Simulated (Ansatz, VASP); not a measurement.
**InP in VASP and in Ansatz**

```
CELL_PARAMETERS angstrom
4.14435 0.00000 0.00000
2.07218 3.58911 0.00000
2.07218 1.19637 3.38385
ATOMIC_POSITIONS crystal
In 0.00000 0.00000 0.00000
P 0.75000 0.75000 0.75000
```

Alike in both runs: task single point; functional PBEsol; k mesh 8 × 8 × 8; occupations gaussian, width 0.05 eV; no spin polarisation.

|  | VASP | Ansatz |
| --- | --- | --- |
| version | VASP 6.6.1 | Ansatz 0.2.0 |
| potentials or method | VASP PAW PBE potentials, release 64 (In_d, P) | Ansatz PAW |
| plane-wave cutoff (eV) | 520 | 420 |
| valence electrons in the cell | 18 | 18 |

Ansatz gave:

```
gap on the k mesh at the Fermi level (eV) : 0.62
least direct gap on the mesh (eV)         : 0.62
pressure (GPa)                            : 0.6
```

Task: What did VASP give for the same quantities?

Result: gap on the k mesh at the Fermi level (eV): 0.61; least direct gap on the mesh (eV): 0.61; pressure (GPa): 0.6.

Caveats: spin-orbit coupling is left out, which moves the levels of the heavy elements; the PAW data sets were made with another functional, which shifts forces and pressure a little (VASP); the PAW data sets come from PBE, with cores solved anew for the run's functional, which leaves a small shift of forces and pressure (Ansatz).
